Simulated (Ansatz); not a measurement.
**Ge₃N₄ at a changed volume — coordination and ⁷³Ge quadrupole coupling**

Cell: a COD entry, relaxed with PBE at fixed cell and then changed (volume scaled by 1.02, ions relaxed).

```cif
data_Ge3N4
_symmetry_space_group_name_H-M 'Fd-3m:1'
_symmetry_Int_Tables_number 227
_cell_length_a 8.3641
_cell_length_b 8.3641
_cell_length_c 8.3641
_cell_angle_alpha 90.000
_cell_angle_beta 90.000
_cell_angle_gamma 90.000
loop_
_atom_site_label
_atom_site_type_symbol
_atom_site_symmetry_multiplicity
_atom_site_Wyckoff_symbol
_atom_site_fract_x
_atom_site_fract_y
_atom_site_fract_z
Ge1 Ge 16 d 0.1250 0.1250 0.6250
Ge5 Ge 8 a 0.5000 0.5000 0.0000
N N 32 e 0.8833 0.8833 0.3833
```

One atom of each set is listed; the run and its k-mesh use a cell of 14 atoms with edges of 5.91, 5.91, 5.91 Å.

The numbers come from a DFT calculation in Ansatz (PBE, plane waves and PAW, scalar-relativistic, 420 eV cutoff, Γ-centred 6×6×6 k-points, Fermi–Dirac smearing 0.02 eV).

Q(⁷³Ge) = -196.0 mb.

**Question.** Rank these Ge sites by |C_Q|, smallest first.
A. Ge5: 4 N at 1.93 Å
B. Ge1: 6 N at 2.02 Å

**Answer.** A (0 MHz, η = –), B (1.27 MHz, η = 0.00).

An axis of threefold or higher order runs through Ge1, so V_zz lies along it and η is zero. Ge5 sits on a cubic site, where every gradient vanishes.
